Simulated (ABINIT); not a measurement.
Here is an ABINIT 10.8.3 (patched build) calculation.

The input run.abi:

```
pp_dirpath "./"
pseudos "Pb.upf, Te.upf"

acell 4.56932402 4.56932402 4.56932402 Angstrom
rprim
     0.0000000000     0.7071067812     0.7071067812
     0.7071067812     0.0000000000     0.7071067812
     0.7071067812     0.7071067812     0.0000000000
ntypat 2
znucl 82 52
natom 2
typat 1 2
chkprim 0
chksymtnons 0
tolsym 1.0e-6
xred
            0.0            0.0            0.0
            1/2            1/2            1/2

ecut 40.0
ecutsm 0.5

kptopt 1
ngkpt 5 5 5
nshiftk 1
shiftk 0.0 0.0 0.0

ixc 7

nband 19
occopt 3
tsmear 0.00183747

nstep 80
tolvrs 1.0e-12

iomode 3
prteig 0
prtebands 0
prtwf 0
prtden 0

ionmov 2
optcell 2
ntime 50
tolmxf 2.0e-5
dilatmx 1.08
```

Potentials or basis: PseudoDojo NC SR LDA v0.4.1 standard.

Command:

```sh
$ abinit run.abi > log 2>&1
```

Problem. Predict the relaxed volume.

Solution. 32.47 Å³/atom.

Problem. What does it give for the relaxed cell?

Solution. a = 4.512 Å, b = 4.512 Å, c = 4.512 Å, α = 60.00°, β = 60.00°, γ = 60.00°.

The path:
```
step  energy change (eV)  largest force (eV/Å)  pressure (GPa)  volume (Å³)
   1              0.0000                0.0000           -1.71        67.46
   2             -0.0035                0.0000           -1.49        67.11
   3             -0.0139                0.0000            0.10        64.81
   4             -0.0139                0.0000            0.00        64.94
```

 Zero-point motion and thermal expansion aren't in these numbers.
